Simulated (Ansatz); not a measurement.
Crystal: PbS (Galena).

```
Pb S
1.0
     0.00000    2.96575    2.96575
     2.96575    0.00000    2.96575
     2.96575    2.96575    0.00000
Pb S
1 1
Direct
  0.00000 0.00000 0.00000
  0.50000 0.50000 0.50000
```

Base run:

| Property | Result |
| --- | --- |
| Program | Ansatz 0.2.0 |
| Functional | PBE0 |
| Potentials or basis | all-electron PAW datasets made for the crystal |
| Cutoff | 290 eV (chosen from the basis error) |
| k mesh | 6 × 6 × 6 |
| Occupations | fermi-dirac, width 0.05 eV |
| Spin | no spin polarisation |

Its results: band gap on the k mesh 1.36 eV, direct; pressure 1.2 GPa.

Problem. The run is repeated on the same cell with these changes: functional from PBE0 to PBEsol; cutoff from 290 eV (chosen from the basis error) to 260 eV (chosen from the basis error). What comes out?

Solution. Band gap on the k mesh 0.25 eV, direct; pressure -0.9 GPa.

PBE0 gives the wider gap, since exact exchange removes part of the self-interaction.

Caveats: spin-orbit coupling is left out, which as a rule narrows the gap of such compounds by several tenths of an eV.

A k mesh can miss the band edges.
